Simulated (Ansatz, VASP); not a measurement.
Two plane-wave programs on WC

The input POSCAR:

```
WC
1.0
    0.0000000000      2.1926800000      2.1926800000
    2.1926800000      0.0000000000      2.1926800000
    2.1926800000      2.1926800000      0.0000000000
W C
1 1
Direct
    0.0000000000      0.0000000000      0.0000000000
    0.5000000000      0.5000000000      0.5000000000
```

Contents of INCAR.step1:

```
SYSTEM = WC
  PREC = Accurate
  ENCUT = 520
  ISMEAR = 0
  SIGMA = 0.05
  LREAL = .False.
  LASPH = .True.
  NELM = 100
  NBANDS = 16
  GGA = PE
  ALGO = Normal
  EDIFF = 1E-4
  LWAVE = .True.
  LCHARG = .False.
```

Contents of INCAR.step2:

```
SYSTEM = WC
  PREC = Accurate
  ENCUT = 520
  EDIFF = 1E-6
  ISMEAR = 0
  SIGMA = 0.05
  LREAL = .False.
  LASPH = .True.
  NELM = 100
  ALGO = Normal
  ISIF = 2
  LWAVE = .False.
  LCHARG = .True.
  METAGGA = R2SCAN
  LMIXTAU = .True.
  LELF = .True.
  LVHAR = .True.
  NBANDS = 16
  ISTART = 1
```

KPOINTS

```
Automatic mesh
0
Gamma
  13 13 13
  0 0 0
```

Input for Ansatz:

```yaml
crystal:
  lattice:
    - [0.0, 2.19268, 2.19268]
    - [2.19268, 0.0, 2.19268]
    - [2.19268, 2.19268, 0.0]
  atoms:
    - { symbol: W, position: [0.0, 0.0, 0.0] }
    - { symbol: C, position: [0.5, 0.5, 0.5] }
basis:
  ecutwfc: 650.0
kpoints:
  mp_grid:
    grid: [13, 13, 13]
hamiltonian:
  xc: r2scan
scf:
  occupations:
    method: gaussian
    width: 0.05
output:
  stress: true
```

Measurements of this composition are mostly on another form, of space group No. 187.

Alike in both runs: task single point; functional r2SCAN; k mesh 13 × 13 × 13; occupations gaussian, width 0.05 eV; no spin polarisation.

|  | VASP | Ansatz |
| --- | --- | --- |
| version | VASP 6.6.1 | Ansatz 0.2.0 |
| potentials or method | VASP PAW PBE potentials, release 64 (W_sv, C) | plane waves, PAW |
| plane-wave cutoff (eV) | 520 | 650 |
| valence electrons in the cell | 18 | 18 |

|  | VASP | Ansatz | Ansatz less VASP |
| --- | --- | --- | --- |
| pressure (GPa) | -3.7 | -5.3 | -1.59 |

With one functional, cell and mesh, what is left measures potentials, basis and numerics.

Caveats: the PAW data sets were made with another functional, which shifts forces and pressure a little (VASP). Spin-orbit coupling is left out, which matters for the levels of W.
